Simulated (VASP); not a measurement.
Al:

```
Al
1.0
    -1.59122    1.59122    1.59122
     1.59122   -1.59122    1.59122
     1.59122    1.59122   -1.59122
Al
1
Direct
  0.00000 0.00000 0.00000
```

This isn't the form of Al at room conditions, which is fcc.

| Property | Result |
| --- | --- |
| Program | VASP 6.6.1 |
| Task | relaxation of cell and atoms |
| Functional | PBEsol |
| Potentials or basis | VASP PAW PBE potentials, release 64 (Al) |
| Cutoff | 600 eV |
| k mesh | 24 × 24 × 24 |
| Occupations | gaussian, width 0.1 eV |
| Spin | no spin polarisation |

At the start: pressure 2.3 GPa; volume 16.12 Å³/atom.

Where does the relaxation end?

Over 3 steps the energy falls by 3.3 meV/atom and the volume is 16.59 Å³/atom (+2.9 %); space group Im-3m (No. 229, to 0.05 Å).

The path:
| step | energy change (eV) | largest force (eV/Å) | pressure (GPa) | volume (Å³) |
| --- | --- | --- | --- | --- |
| 1 | 0.0000 | 0.0000 | 2.29 | 16.12 |
| 2 | -0.0032 | 0.0000 | -0.31 | 16.66 |
| 3 | -0.0033 | 0.0000 | 0.00 | 16.59 |

Final structure:
```cif
data_structure
_symmetry_space_group_name_H-M 'P 1'
_symmetry_Int_Tables_number 1
_cell_length_a 2.7828
_cell_length_b 2.7828
_cell_length_c 2.7828
_cell_angle_alpha 109.471
_cell_angle_beta 109.471
_cell_angle_gamma 109.471
_cell_volume 16.59
loop_
_atom_site_label
_atom_site_type_symbol
_atom_site_fract_x
_atom_site_fract_y
_atom_site_fract_z
_atom_site_occupancy
Al1 Al 0.00000 0.00000 0.00000 1
```

Caveat: the PAW data sets were made with another functional, which shifts forces and pressure a little.
